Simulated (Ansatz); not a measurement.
Optical constants of Rh

The calculation used DFT PBE, scalar-relativistic, plane waves, PAW in Ansatz 0.2.0. Cutoff 420 eV, 20×20×20 k-points (Γ-centred), Fermi-Dirac smearing of 0.15 eV. No spin polarisation.

The cell, relaxed at this level:
```
Rh
1.0
     0.00000    1.91755    1.91755
     1.91755    0.00000    1.91755
     1.91755    1.91755    0.00000
Rh
1
Cartesian
  0.0000 0.0000 0.0000
```

In a metal these results depend on the k mesh and the smearing.

Independent-particle response (no local fields, no excitons) on a 30×30×30 mesh, broadened by 0.1 eV; the Drude term is undamped and its weight carries the smearing above, which sets much of it in a semimetal. The run couldn't bound its error over part or most of this range, so small peaks and near ties are unsure. Light polarised along z. ε₁ lacks the small share of bands above those solved.

Task: Tabulate ε₁ and ε₂ against photon energy.

Result:
```
E (eV)       ε₁      ε₂
   0.3  -969.34  132.87
   0.7  -167.08   70.73
   1.1   -66.93   61.26
   1.5   -49.48   47.50
   1.9   -40.09   27.52
   2.3   -26.05   19.89
   2.7   -19.03   17.70
   3.1   -20.54   16.05
   3.5   -17.72    6.80
   3.9   -12.09    4.72
   4.3    -8.67    4.27
   4.7    -7.42    4.20
   5.1    -5.71    3.32
   5.5    -4.21    3.42
   5.9    -4.25    3.20
   6.3    -3.49    2.45
   6.7    -2.69    2.04
   7.1    -2.02    1.79
   7.5    -1.45    1.59
   7.9    -0.90    1.43
   8.3    -0.39    1.30
   8.7     0.14    1.25
   9.1     0.76    1.33
   9.5     1.21    1.72
   9.9     1.21    2.14
  10.3     1.27    2.25
  10.7     1.37    2.61
  11.1     0.85    2.62
  11.5     0.89    2.37
  11.9     0.93    2.27
```

Task: Where is the highest local maximum of ε₂ between 0.3 and 12 eV?

Result: At 2.9 eV, where ε₂ = 18.6.

Cost: 1 run of about 0.73 core-minutes, on Intel Xeon 6975P-C (Granite Rapids) (shared hosts).